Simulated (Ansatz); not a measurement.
CoO:

```
Co O
1.0
     1.60222    0.92504    2.56647
    -1.60222    0.92504    2.56647
     0.00000   -1.85008    2.56647
Co O
1 1
Cartesian
  0.0000 0.0000 7.6915
  0.0000 0.0000 5.7824
```

Measurements of this composition are mostly on another form, of space group No. 225.

Base run:

| Quantity | Value |
| --- | --- |
| Program | Ansatz 0.2.0 |
| Functional | PBEsol |
| Potentials or basis | Ansatz PAW |
| Cutoff | 420 eV |
| Density cutoff | 1680 eV |
| k mesh | 10 × 10 × 10 |
| Occupations | fermi-dirac, width 0.05 eV |
| Spin | collinear spin, ferromagnetic start |
| Starting moments | [2.0, 0.0] μB |

Its results: band gap on the k mesh none (metal or under the smearing width); pressure -7.9 GPa; net moment 2.79 μB per cell; site moments Co +2.22; O +0.32 μB; largest force 0.215 eV/Å.

The run is repeated on the same cell with these changes: hubbard terms from none to Co d U = 5 eV; hubbard projectors from none to ortho-atomic (the default). What comes out?

Band gap on the k mesh 0.43 eV, direct; pressure 9.7 GPa; net moment 3.00 μB per cell; site moments Co +2.44; O +0.18 μB; largest force 0.453 eV/Å.

The U term pushes filled and empty states of the shell apart.

Caveats: a cell with one magnetic atom can't hold antiferromagnetic order, which such compounds often take; the PAW data sets come from PBE, with cores solved anew for the run's functional, which leaves a small shift of forces and pressure; semilocal functionals often make such compounds metallic where correlation or magnetic order opens a gap, which also shifts bond lengths (some runs); the magnetic or orbital state may not be the lowest (some runs).

A k mesh can miss the band edges.

Not every run made on this cell is shown here.
